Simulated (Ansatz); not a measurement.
PBE against PBEsol: RuO2, pressure 100 GPa

Take RuO$_{2}$ in the rutile structure (space group P4_2/mnm, No. 136; a = 4.5234 Å, c = 3.1190 Å) as the base.

(Cell as relaxed with PBE.)

Levels (all Ansatz, a quantum-chemistry and plane-wave program, PAW): PBE (420 eV, no spin-orbit coupling); PBEsol (420 eV, without spin-orbit coupling).

Each level relaxes its own structure.

```tsv
base	PBE	PBEsol
volume per atom	10.64 Å³	10.28 Å³
lattice parameter a	4.523 Å	4.466 Å
band gap	zero	zero
```

The change: a hydrostatic pressure of 100 GPa.

| quantity | PBE | PBEsol |
|---|---|---|
| c/a ratio | 0.734 | ? |
| shortest interatomic distance | 1.797 Å | ? |
| band gap | zero | ? |

### Question
Predict the PBEsol column.

### Answer

- c/a ratio, PBEsol: 0.737
- shortest interatomic distance, PBEsol: 1.786 Å
- band gap, PBEsol: zero

PBE's c/a ratio lies 0.003 below PBEsol's; PBE's shortest interatomic distance lies 0.0102 Å above PBEsol's (0.6 %); the two agree on the band gap. Neither level is exact; PBEsol is the comparison here, not a measurement.

Load acts through the strain it causes; cell and atoms are relaxed under it. No phonon test of stability was made. No other phases were tried under pressure. No Hubbard U is applied, and correlation can decide whether such a compound is a metal. All final runs are without spin polarisation.
